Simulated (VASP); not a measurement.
H3C2N, 36 atoms in the cell. The cell holds a amorphous, 36 atoms: a = 8.052 Å, b = 8.052 Å, c = 8.052 Å, α = 90.00°, β = 90.00°, γ = 90.00°. The cell was built by a generator and needn't be a form met in nature.

* Program: VASP 6.6.1
* Task: single point
* Functional: PBE
* Dispersion: D3(BJ)
* Potentials or basis: VASP PAW PBE potentials, release 64 (C, N, H)
* Cutoff: 520 eV
* k mesh: 1 × 1 × 1
* Occupations: fermi-dirac, width 0.05 eV
* Spin: no spin polarisation
* Dipole correction: no
* Further INCAR settings: LREAL = Auto; ALGO = Fast; EDIFF = 1e-06; NBANDS = 72

Potentials or basis: VASP PAW PBE potentials, release 64 (C, N, H).

Run with:

```bash
$ cat potpaw_PBE.64/C/POTCAR potpaw_PBE.64/N/POTCAR potpaw_PBE.64/H/POTCAR > POTCAR
$ mpirun -np 1 vasp_gam > vasp.out
```

Hardware: 1 thread of AMD EPYC 7R43 64-Core Processor (Zen 3), with other jobs on the host.

Task: Estimate the wall time of this run.

Result: Run time: 110 s on 1 thread of AMD EPYC 7R43 64-Core Processor (Zen 3) (shared host), peak memory 0.4 GiB. Counts: scf iterations 19, k points 1.
